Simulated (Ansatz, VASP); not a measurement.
# YV6Sn6 in two plane-wave programs, part 3 of 3

Wanted: the spread between two codes on one cell, functional and k mesh. The cell is taken from a series of runs on this material, whose earlier steps may have relaxed, scaled, displaced or heated it; both programs get it as it stands.

VASP 6.6.1 and Ansatz 0.2.0.

So far: The structure; Ansatz: relaxation of cell and atoms, r2SCAN with rVV10; VASP: relaxation of cell and atoms, r2SCAN with rVV10.

## 3. VASP: relaxation of cell and atoms, r2SCAN with rVV10 (continued)

Level of this step: r2SCAN with rVV10, no spin polarisation; plane waves and PAW (Y_sv, V_sv, Sn_d) (VASP).

Numbers of over 12 decimals in the logs are rounded to 6 here.

Parts of OUTCAR (step 3):

```text
ion  position               nearest neighbor table
   1  0.000  0.000  0.000-   9 3.04   8 3.04  12 3.16  13 3.16  12 3.16  13 3.16  13 3.16  12 3.16
                             5 3.57   6 3.57   7 3.57   2 3.57   3 3.57   4 3.57   7 3.57   5 3.57
   2  0.500  0.000  0.751-   3 2.74   4 2.74   4 2.74   3 2.74  12 2.79  13 2.79  10 2.81  11 2.81
                             8 2.84   8 2.84   1 3.57   1 3.57
   3  0.000  0.500  0.751-   4 2.74   2 2.74   2 2.74   4 2.74  13 2.79  12 2.79  11 2.81  10 2.81
                             8 2.84   8 2.84   1 3.57   1 3.57
   4  0.500  0.500  0.751-   3 2.74   2 2.74   2 2.74   3 2.74  12 2.79  13 2.79  10 2.81  11 2.81
                             8 2.84   8 2.84   1 3.57   1 3.57
   5  0.500  0.000  0.249-   6 2.74   7 2.74   7 2.74   6 2.74  12 2.79  13 2.79  10 2.81  11 2.81
                             9 2.84   9 2.84   1 3.57   1 3.57
   6  0.000  0.500  0.249-   7 2.74   5 2.74   5 2.74   7 2.74  13 2.79  12 2.79  11 2.81  10 2.81
                             9 2.84   9 2.84   1 3.57   1 3.57
   7  0.500  0.500  0.249-   6 2.74   5 2.74   5 2.74   6 2.74  12 2.79  13 2.79  10 2.81  11 2.81
                             9 2.84   9 2.84   1 3.57   1 3.57
   8  0.000  0.000  0.670-   2 2.84   3 2.84   4 2.84   4 2.84   2 2.84   3 2.84   1 3.04   9 3.14
                            10 3.53  11 3.53  10 3.53  11 3.53  11 3.53  10 3.53
   9  0.000  0.000  0.330-   5 2.84   6 2.84   7 2.84   7 2.84   5 2.84   6 2.84   1 3.04   8 3.14
                            10 3.53  11 3.53  10 3.53  11 3.53  11 3.53  10 3.53
  10  0.333  0.667  0.500-   3 2.81   4 2.81   2 2.81   6 2.81   7 2.81   5 2.81  11 3.16  11 3.16
                            11 3.16   8 3.53   9 3.53   8 3.53   8 3.53   9 3.53   9 3.53
  11  0.667  0.333  0.500-   3 2.81   2 2.81   4 2.81   6 2.81   5 2.81   7 2.81  10 3.16  10 3.16
                            10 3.16   8 3.53   9 3.53   8 3.53   8 3.53   9 3.53   9 3.53
  12  0.333  0.667  0.000-   6 2.79   7 2.79   5 2.79   3 2.79   4 2.79   2 2.79   1 3.16  13 3.16
                            13 3.16   1 3.16   1 3.16  13 3.16
  13  0.667  0.333  0.000-   6 2.79   5 2.79   7 2.79   3 2.79   2 2.79   4 2.79   1 3.16  12 3.16
                            12 3.16   1 3.16   1 3.16  12 3.16

  LATTYP: Found a hexagonal cell.
 ALAT       =     5.4788330000
 C/A-ratio  =     1.6844269573

 Subroutine GETGRP returns: Found 24 space group operations
 (whereof 24 operations were pure point group operations)

The static configuration has the point symmetry D_6h.

 Found     21 irreducible k-points:

   k-points           NKPTS =     21   k-points in BZ     NKDIM =     21   number of bands    NBANDS=    107

   dimension x,y,z NGX =    42 NGY =   42 NGZ =   72
   dimension x,y,z NGXF=    84 NGYF=   84 NGZF=  144

   ENCUT  =  550.0 eV  40.42 Ry    6.36 a.u.  10.48 10.48 17.65*2*pi/ulx,y,z

   NELECT =     173.0000    total number of electrons

 k-points in reciprocal lattice and weights: Automatic mesh
   0.00000000  0.00000000  0.00000000       0.007
   0.16666667 -0.00000000  0.00000000       0.042
   0.33333333  0.00000000  0.00000000       0.042
   0.50000000 -0.00000000  0.00000000       0.021
   0.16666667  0.16666667  0.00000000       0.042
   0.33333333  0.16666667  0.00000000       0.083
   0.33333333  0.33333333  0.00000000       0.014
   0.00000000  0.00000000  0.25000000       0.014
   0.16666667 -0.00000000  0.25000000       0.083
[...]
0.33333333  0.16666667  0.50000000       0.083
   0.33333333  0.33333333  0.50000000       0.014

 average (electrostatic) potential at core
       1 -34.7341       2 -75.6753       3 -75.6753       4 -75.6753       5 -75.6753
       6 -75.6753       7 -75.6753       8-102.1700       9-102.1700      10-102.5275
      11-102.5275      12-102.4248      13-102.4249

 E-fermi :   9.6167

 k-point     1 :       0.0000    0.0000    0.0000
  band No.  band energies     occupation
    ...
     83       8.4011      2.00000
     84       8.4077      2.00000
     85       8.4077      2.00000
     86       8.6973      2.00000
     87       8.6973      2.00000
     88      10.0261      0.00000
     89      10.0261      0.00000
     90      10.9046      0.00000
     91      10.9923      0.00000
     92      11.1996      0.00000
    ...

 k-point     2 :       0.1667   -0.0000    0.0000
  band No.  band energies     occupation
    ...
     83       8.4680      2.00000
     84       8.4926      2.00000
     85       8.5607      2.00000
     86       8.8514      2.00000
     87       8.8645      2.00000
     88      10.0447      0.00000
     89      10.0754      0.00000
     90      10.8396      0.00000
     91      10.8478      0.00000
     92      10.9951      0.00000
    ...

 k-point     3 :       0.3333    0.0000    0.0000
  band No.  band energies     occupation
    ...
     83       8.8301      2.00000
     84       8.8422      2.00000
     85       9.0708      2.00000
     86       9.2432      2.00000
     87       9.2699      2.00000
     88       9.8882      0.00012
     89      10.0439      0.00000
     90      10.4385      0.00000
     91      10.5058      0.00000
     92      10.5820      0.00000
    ...

  Total       -0.0305259     -0.0305259     -0.0468195      0.0000000     -0.0000000     -0.0000000
  in kB       -0.2056095     -0.2056095     -0.3153563      0.0000000     -0.0000000     -0.0000000
  external PRESSURE =      -0.2421918 kB  Pullay stress =       0.0000000 kB

  energy-cutoff  :      550.00
  volume of cell :      237.87
      direct lattice vectors                 reciprocal lattice vectors
     5.465734961  0.000000001  0.000000000     0.182958012  0.105630867 -0.000000000
    -2.732867978  4.733465762 -0.000000000    -0.000000000  0.211261695 -0.000000000
     0.000000000  0.000000000  9.194078422    -0.000000000  0.000000000  0.108765659

 POSITION                                       TOTAL-FORCE (eV/Angst)
 -----------------------------------------------------------------------------------
      0.00000      0.00000      0.00000        -0.000000      0.000000      0.000000
      2.73287      0.00000      6.90989        -0.000000     -0.000000     -0.004452
     -1.36643      2.36673      6.90989        -0.000000      0.000000     -0.004452
      1.36643      2.36673      6.90989        -0.000000     -0.000000     -0.004452
      2.73287      0.00000      2.28418         0.000000      0.000000      0.004452
     -1.36643      2.36673      2.28418         0.000000      0.000000      0.004452
      1.36643      2.36673      2.28418         0.000000      0.000000      0.004452
      0.00000      0.00000      6.14923        -0.000000      0.000000     -0.001356
      0.00000      0.00000      3.04485         0.000000      0.000000      0.001356
      0.00000      3.15564      4.59704        -0.000000      0.000000      0.000000
      2.73287      1.57782      4.59704         0.000000     -0.000000      0.000000
      0.00000      3.15564     -0.00000        -0.000000      0.000000      0.000000
      2.73287      1.57782      0.00000         0.000000     -0.000000      0.000000
 -----------------------------------------------------------------------------------
    total drift:                               -0.004464      0.003719      0.006190

  FREE ENERGIE OF THE ION-ELECTRON SYSTEM (eV)
  ---------------------------------------------------
  free  energy   TOTEN  =      -252.9957261198 eV

  energy  without entropy=     -252.9694369730  energy(sigma->0) =     -252.98258155

 reached required accuracy - stopping structural energy minimisation

 total charge
# of ion       s       p       d       f       tot
--------------------------------------------------
    1        2.160   6.383   1.063   0.030   9.636
    2        2.243   6.198   3.033   0.000  11.474
    3        2.243   6.198   3.033   0.000  11.474
    4        2.243   6.198   3.033   0.000  11.474
    5        2.243   6.198   3.033   0.000  11.474
    6        2.243   6.198   3.033   0.000  11.474
    7        2.243   6.198   3.033   0.000  11.474
    8        1.103   1.378  10.006   0.000  12.487
    9        1.103   1.378  10.006   0.000  12.487
   10        1.129   1.323  10.024   0.000  12.476
   11        1.129   1.323  10.024   0.000  12.476
   12        1.106   1.486  10.027   0.000  12.619
   13        1.106   1.486  10.027   0.000  12.619
--------------------------------------------------
tot         22.293  51.946  79.373   0.030 153.642

[... 3 further parts left out ...]
```

This run has no spin polarisation, so a moment on V, if there is one, isn't seen. Its electron count is odd, so without a moment it is a metal by construction. The run keeps the 24 symmetry operations of its start, so it cannot find a distortion of lower symmetry.

## 4. Side by side

Known differences besides the potentials themselves: VASP keeps PBE cores, Ansatz makes them for the functional; the cutoff is 500 eV in Ansatz and 550 eV in VASP; Ansatz adds a Pulay correction to the stress that steers its cell, VASP none. Total energies have different zeros and are not compared.

The two programs side by side:

```tsv
quantity	Ansatz	VASP	difference
volume (Å³)	237.13	237.87	-0.31 %
edge a after relaxation, in the typed setting (Å)	5.460	5.466	-0.10 %
edge c after relaxation, in the typed setting (Å)	9.183	9.194	-0.12 %
```

## 5. Outcome

| Quantity | Value |
| --- | --- |
| difference in volume (relaxation of cell and atoms, r2SCAN with rVV10) | -0.31 % |

**Reading.** The difference in volume is -0.31 % (relaxation of cell and atoms, r2SCAN with rVV10), within the 1.2 % picked in this series as the mark of a large difference, as far as the stopping tolerances let one tell. How closely two codes agree says nothing of how well the functional describes the real material.

[Lines on the potential files, build, host, timing and source positions are cut from VASP's logs without a mark.]

[Logs are printed without paths, hosts, clocks, repeated set-up lines and the standing remarks that a program may print on its own settings, such as how far it seeks lower states.]

[Hosts, paths, dates, database ids (printed as entryN), source tags and the programs' standing remarks are cut or masked in the printed files.]
